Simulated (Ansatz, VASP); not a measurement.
# GaSb: VASP beside Ansatz, part 2 of 2

One calculation is typed for both programs; each brings its own data sets and cutoff. How far apart do they land? The cell is taken from a series of VASP runs on this material, whose earlier steps may have relaxed, scaled or displaced it; both programs get it as it stands.

VASP 6.6.1 and Ansatz 0.2.0.

So far: The structure; Ansatz: zone-centre phonons, r2SCAN; VASP: zone-centre phonons, r2SCAN.

## Step 3: VASP: zone-centre phonons, r2SCAN (continued)

Level of this step: r2SCAN; plane waves and PAW (Sb, Ga_d) (VASP).

Numbers of over 12 decimals in the logs are rounded to 6 here.

OUTCAR, selected parts (step 3):

```text
ion  position               nearest neighbor table
   1  0.750  0.750  0.750-   2 2.66   2 2.66   2 2.66   2 2.66
   2  0.000  0.000  0.000-   1 2.66   1 2.66   1 2.66   1 2.66

  LATTYP: Found a face centered cubic cell.
 ALAT       =     6.1332896882

 Subroutine GETGRP returns: Found 24 space group operations
 (whereof 24 operations were pure point group operations)

The static configuration has the point symmetry T_d .

 Found     47 irreducible k-points:

   k-points           NKPTS =     47   k-points in BZ     NKDIM =     47   number of bands    NBANDS=     15

   dimension x,y,z NGX =    30 NGY =   30 NGZ =   30
   dimension x,y,z NGXF=    60 NGYF=   60 NGZF=   60

   ENCUT  =  450.0 eV  33.07 Ry    5.75 a.u.   7.50  7.50  7.50*2*pi/ulx,y,z

   NELECT =      18.0000    total number of electrons

 k-points in reciprocal lattice and weights: Automatic mesh
   0.00000000  0.00000000  0.00000000       0.001
   0.10000000  0.00000000  0.00000000       0.008
   0.20000000  0.00000000  0.00000000       0.008
   0.30000000  0.00000000  0.00000000       0.008
   0.40000000  0.00000000  0.00000000       0.008
   0.50000000  0.00000000  0.00000000       0.004
   0.10000000  0.10000000  0.00000000       0.006
   0.20000000  0.10000000  0.00000000       0.024
   0.30000000  0.10000000  0.00000000       0.024
[...]
-0.30000000  0.40000000  0.20000000       0.024
  -0.30000000  0.50000000  0.20000000       0.012

 average (electrostatic) potential at core
       1 -92.8505       2 -70.6071

 E-fermi :   4.6770

 k-point     1 :       0.0000    0.0000    0.0000
  band No.  band energies     occupation
    ...
      5     -10.8192      2.00000
      6      -7.2707      2.00000
      7       4.5602      1.96873
      8       4.6079      1.69495
      9       4.6544      1.25212
     10       5.0004     -0.00936
     11       7.5562     -0.00000
     12       7.5906     -0.00000
     13       7.6266     -0.00000
     14      10.9512      0.00000
    ...

 k-point     2 :       0.1000    0.0000    0.0000
  band No.  band energies     occupation
    ...
      5     -10.8194      2.00000
      6      -7.1628      2.00000
      7       3.0603      2.00000
      8       4.4137      2.03242
      9       4.4733      2.06638
     10       5.8518     -0.00000
     11       7.8035      0.00000
     12       7.8504      0.00000
     13       8.0483      0.00000
     14      11.5105      0.00000
    ...

 k-point     3 :       0.2000    0.0000    0.0000
  band No.  band energies     occupation
    ...
      5     -10.8196      2.00000
      6      -6.8485      2.00000
      7       1.3127      2.00000
      8       4.0436      2.00000
      9       4.1009      2.00000
     10       5.8337     -0.00000
     11       8.2799      0.00000
     12       8.3404      0.00000
     13       9.4017      0.00000
     14      12.3601      0.00000
    ...

  Total        0.0006053      0.0064252      0.0064252      0.0000000      0.1033125      0.0000000
  in kB        0.0168127      0.1784735      0.1784735      0.0000000      2.8697430      0.0000000
  external PRESSURE =       0.1245866 kB  Pullay stress =       0.0000000 kB

  energy-cutoff  :      450.00
  volume of cell :       57.68
      direct lattice vectors                 reciprocal lattice vectors
     0.000000000  3.066644844  3.066644844    -0.163044638  0.163044638  0.163044638
     3.066644844  0.000000000  3.066644844     0.163044638 -0.163044638  0.163044638
     3.066644844  3.066644844  0.000000000     0.163044638  0.163044638 -0.163044638

 POSITION                                       TOTAL-FORCE (eV/Angst)
 -----------------------------------------------------------------------------------
      4.59997      4.59997      4.59997        -0.125749      0.000000      0.000000
     -0.01500      0.00000      0.00000         0.125749      0.000000      0.000000
 -----------------------------------------------------------------------------------
    total drift:                                0.007512      0.000011      0.000011

  FREE ENERGIE OF THE ION-ELECTRON SYSTEM (eV)
  ---------------------------------------------------
  free  energy   TOTEN  =       -37.6034878525 eV

  energy  without entropy=      -37.6037586803  energy(sigma->0) =      -37.60357813

 Eigenvectors and eigenvalues of the dynamical matrix
 ----------------------------------------------------

   1 f  =    6.761742 THz    42.485278 2PiTHz  225.547437 cm-1    27.964306 meV
             X         Y         Z           dx          dy          dz
      4.599967  4.599967  4.599967     0.000000    0.597966    0.000000
      0.000000  0.000000  0.000000     0.000000   -0.801521    0.000000

   2 f  =    6.761742 THz    42.485278 2PiTHz  225.547437 cm-1    27.964306 meV
             X         Y         Z           dx          dy          dz
      4.599967  4.599967  4.599967    -0.597966    0.000000    0.000000
      0.000000  0.000000  0.000000     0.801521    0.000000    0.000000

   3 f  =    6.761742 THz    42.485278 2PiTHz  225.547437 cm-1    27.964306 meV
             X         Y         Z           dx          dy          dz
      4.599967  4.599967  4.599967     0.000000    0.000000   -0.597966
      0.000000  0.000000  0.000000     0.000000    0.000000    0.801521

   4 f/i=    0.046298 THz     0.290897 2PiTHz    1.544325 cm-1     0.191472 meV
             X         Y         Z           dx          dy          dz
      4.599967  4.599967  4.599967     0.801521    0.000000    0.000000
      0.000000  0.000000  0.000000     0.597966    0.000000    0.000000

   5 f/i=    0.046298 THz     0.290897 2PiTHz    1.544325 cm-1     0.191472 meV
             X         Y         Z           dx          dy          dz
      4.599967  4.599967  4.599967     0.000000   -0.801521    0.000000
      0.000000  0.000000  0.000000     0.000000   -0.597966    0.000000

   6 f/i=    0.046298 THz     0.290897 2PiTHz    1.544325 cm-1     0.191472 meV
             X         Y         Z           dx          dy          dz
      4.599967  4.599967  4.599967     0.000000    0.000000    0.801521
      0.000000  0.000000  0.000000     0.000000    0.000000    0.597966

 ELASTIC MODULI CONTR FROM IONIC RELAXATION (kBar)
 Direction    XX          YY          ZZ          XY          YZ          ZX
 --------------------------------------------------------------------------------
 XX          -0.0000      0.0000     -0.0000      0.0000      0.0000     -0.0000
 YY           0.0000     -0.0000      0.0000      0.0000      0.0000      0.0000
 ZZ          -0.0000      0.0000     -0.0000     -0.0000      0.0000     -0.0000
 XY           0.0000      0.0000     -0.0000   -161.0047      0.0000      0.0000
 YZ           0.0000      0.0000      0.0000      0.0000   -161.0047      0.0000
 ZX          -0.0000      0.0000     -0.0000      0.0000      0.0000   -161.0047
 --------------------------------------------------------------------------------

 total charge
# of ion       s       p       d       tot
------------------------------------------
    1        1.105   1.354   0.028   2.487
    2        0.875   0.761   9.964  11.600
--------------------------------------------------
tot          1.980   2.115   9.992  14.087

[... 3 further parts left out ...]
```

Methfessel-Paxton smearing is not meant for a cell with a gap.

## Step 4: Comparison

Known differences besides the potentials themselves: VASP keeps PBE cores, Ansatz makes them for the functional; the data sets hold 28 valence electrons in Ansatz (default PAW (the set named soft_2) files) and 18 in VASP; the cutoff is 500 eV in Ansatz and 450 eV in VASP; VASP uses finite displacements, Ansatz perturbation theory. Total energies have different zeros and are not compared.

Both answers:

```
                  quantity  Ansatz   VASP  difference
optical mode 1 to 3 (cm⁻¹)   221.6  225.5     -1.74 %
```

Modes are paired by rising frequency and degeneracy, not by their patterns, so a pair may still set unlike modes beside each other.

## Step 5: Summary of results

```yaml
r_m_s_difference_of_the_optical_zone_centre_modes_each_program_s_sorted_by_frequency_zone_centre_phonons_r2scan: 3.9 cm⁻¹
difference_in_optical_mode_1_to_3_zone_centre_phonons_r2scan: -1.7 %
```

What this shows: The r.m.s. difference of the optical zone-centre modes, each program's sorted by frequency is 3.9 cm⁻¹ (zone-centre phonons, r2SCAN). Among the rows given in per cent, the largest difference of the zone-centre phonons, r2SCAN pair is in optical mode 1 to 3, -1.7 %. Such differences can come from data sets, numerical settings and the points named under the comparisons, not from the functional's error against experiment.

[Lines on the potential files, build, host, timing and source positions are cut from VASP's logs without a mark.]

[Logs are printed without paths, hosts, clocks, repeated set-up lines and the standing remarks that a program may print on its own settings, such as how far it seeks lower states.]

[Hosts, paths, dates, database ids (printed as entryN), source tags and the programs' standing remarks are cut or masked in the printed files.]
